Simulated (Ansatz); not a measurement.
# ZrN in Ansatz: the effect of functional

Crystal: ZrN.

```
Zr N
1.0
     0.00000    2.30000    2.30000
     2.30000    0.00000    2.30000
     2.30000    2.30000    0.00000
Zr N
1 1
Direct
  0.50000 0.50000 0.50000
  0.00000 0.00000 0.00000
```

Alike in all runs:

```yaml
Program: Ansatz 0.2.0
Task: band structure
Potentials_or_basis: all-electron LAPW, scalar-relativistic
Basis_error_allowed: 0.001 eV/atom
k_mesh: 10 × 10 × 10
Occupations: fermi-dirac, width 0.05 eV
Spin: no spin polarisation
```

```tsv
functional	cutoff	pressure (GPa)
LDA	280 eV (chosen from the basis error)	-12.6
PBEsol	281 eV (chosen from the basis error)	?
RPBE	281 eV (chosen from the basis error)	3.0
revPBE	281 eV (chosen from the basis error)	1.9
BLYP	280 eV (chosen from the basis error)	7.5
```

Q: What does the run with functional PBEsol give?

A: Pressure -7.8 GPa.

Runs at the PBE level aren't shown here.
